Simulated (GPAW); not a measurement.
The system is Sb.

```
Sb
1.0
     0.00000    2.37124    2.37124
     2.37124    0.00000    2.37124
     2.37124    2.37124    0.00000
Sb
1
Direct
  0.00000 0.00000 0.00000
```

This isn't the form of Sb at room conditions, which is rhombohedral.

- Program: GPAW 26.7.0
- Task: relaxation of cell and atoms
- Functional: PBEsol
- Dispersion: D4
- Potentials or basis: PAW data sets generated in the run's folder for this functional
- Cutoff: 600 eV
- Basis: pw
- k mesh: 10 × 10 × 10
- Occupations: fermi-dirac, width 0.05 eV
- Spin: no spin polarisation

At the start: pressure -3.5 GPa; volume 26.67 Å³/atom.

**Question.** How do energy, volume and symmetry change on relaxing?

**Answer.** Over 4 steps the energy falls by 16.8 meV/atom and the volume is 25.19 Å³/atom (-5.5 %); space group Fm-3m (No. 225, to 0.05 Å).

The path:
| step | energy change (eV) | largest force (eV/Å) | pressure (GPa) | volume (Å³) |
| --- | --- | --- | --- | --- |
| 1 | 0.0000 | 0.0000 | -3.47 | 26.67 |
| 2 | -0.0111 | 0.0000 | -2.08 | 26.01 |
| 3 | -0.0167 | 0.0000 | 0.17 | 25.12 |
| 4 | -0.0168 | 0.0000 | -0.01 | 25.19 |

Final structure:
```xyz
1
Lattice="0.0000 2.3266 2.3266 2.3266 0.0000 2.3266 2.3266 2.3266 0.0000" Properties=species:S:1:pos:R:3 pbc="T T T"
Sb    0.0000    0.0000    0.0000
```

Caveat: later steps reuse the first step's grids; pairwise dispersion overbinds metals, which lowers pressure and volume.
